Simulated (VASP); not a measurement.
Crystal: MnS.

```
Mn S
1.0
     4.30568    0.00000    0.00000
     0.00000    4.30568    0.00000
     0.00000    0.00000    5.36058
Mn S
2 2
Direct
  0.00000 0.50000 0.00000
  0.50000 0.00000 0.50000
  0.00000 0.00000 0.25000
  0.00000 0.00000 0.75000
```

Measurements of this composition are mostly on another form, of space group No. 225.

Base run:

- Program: VASP 6.6.1
- Functional: r2SCAN
- Potentials or basis: VASP PAW PBE potentials, release 64 (Mn_pv, S)
- Cutoff: 520 eV
- k mesh: 5 × 5 × 4
- Occupations: gaussian, width 0.05 eV
- Spin: collinear spin, ferromagnetic start
- Starting moments: [4.0, 4.0, 0.0, 0.0] μB
- Fixed moment: 4 μB

Its results: pressure -9.6 GPa; net moment 4.00 μB per cell; site moments Mn +1.97; S -0.11 μB.

Task: The run is repeated on the same cell with these changes: fixed moment from 4 μB to none. What comes out?

Result: Pressure -3.4 GPa; net moment 8.70 μB per cell; site moments Mn +4.27; S -0.07 μB.

Caveats: the PAW data sets were made with another functional, which shifts forces and pressure a little; only a ferromagnetic start was run, and an antiferromagnetic order may lie lower in energy; the moment is held away from its start (some runs); the total moment is fixed, so each spin has its own Fermi level (some runs).
